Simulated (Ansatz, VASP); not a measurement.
# KZnF3 in VASP and in Ansatz

Contents of INCAR:

```
PREC = Accurate
ENCUT = 520
EDIFF = 1E-6
ISMEAR = 0
SIGMA = 0.1
LREAL = F
LASPH = T
NELM = 80
ALGO = Fast
ISIF = 2
LWAVE = F
LCHARG = F
GGA = PE
NBANDS = 29
```

KPOINTS

```
Automatic mesh
0
Gamma
  4 4 4
```

File POSCAR:

```
KZnF3
1.0
    4.0474166900      0.0000000000      0.0000000000
    0.0000000000      4.0474166900      0.0000000000
    0.0000000000      0.0000000000      4.0474166900
K Zn F
1 1 3
Direct
    0.0000000000      0.0000000000      0.0000000000
    0.5000000000      0.5000000000      0.5000000000
    0.0000000000      0.5000000000      0.5000000000
    0.5000000000      0.0000000000      0.5000000000
    0.5000000000      0.5000000000      0.0000000000
```

Input for Ansatz:

```yaml
crystal:
  lattice:
    - [4.04741669, 0.0, 0.0]
    - [0.0, 4.04741669, 0.0]
    - [0.0, 0.0, 4.04741669]
  atoms:
    - { symbol: K, position: [0.0, 0.0, 0.0] }
    - { symbol: Zn, position: [0.5, 0.5, 0.5] }
    - { symbol: F, position: [0.0, 0.5, 0.5] }
    - { symbol: F, position: [0.5, 0.0, 0.5] }
    - { symbol: F, position: [0.5, 0.5, 0.0] }
basis:
  ecutwfc: 420
kpoints:
  mp_grid: { grid: [4, 4, 4] }
hamiltonian:
  xc: pbe
scf:
  occupations: { method: gaussian, width: 0.1 }
  lower_state_search: "off"
output:
  forces: true
  stress: true
  eigenvalues: true
```

Alike in both runs: task single point; functional PBE; k mesh 4 × 4 × 4; occupations gaussian, width 0.1 eV; no spin polarisation.

|  | VASP | Ansatz |
| --- | --- | --- |
| version | VASP 6.6.1 | Ansatz 0.2.0 |
| potentials or method | VASP PAW PBE potentials, release 64 (K_sv, Zn, F) | scalar-relativistic, plane waves, PAW |
| plane-wave cutoff (eV) | 520 | 420 |
| valence electrons in the cell | 42 | 42 |

Ansatz gave:

| Property | Result |
| --- | --- |
| gap on the k mesh at the Fermi level (eV) | 3.87 |
| least direct gap on the mesh (eV) | 5.71 |
| pressure (GPa) | 4.7 |

Task: What did VASP give for the same quantities?

Result: gap on the k mesh at the Fermi level (eV): 3.80; least direct gap on the mesh (eV): 5.66; pressure (GPa): 5.1.

A k mesh can miss the band edges. PBE gaps usually lie below the measured ones, often by a third to a half.
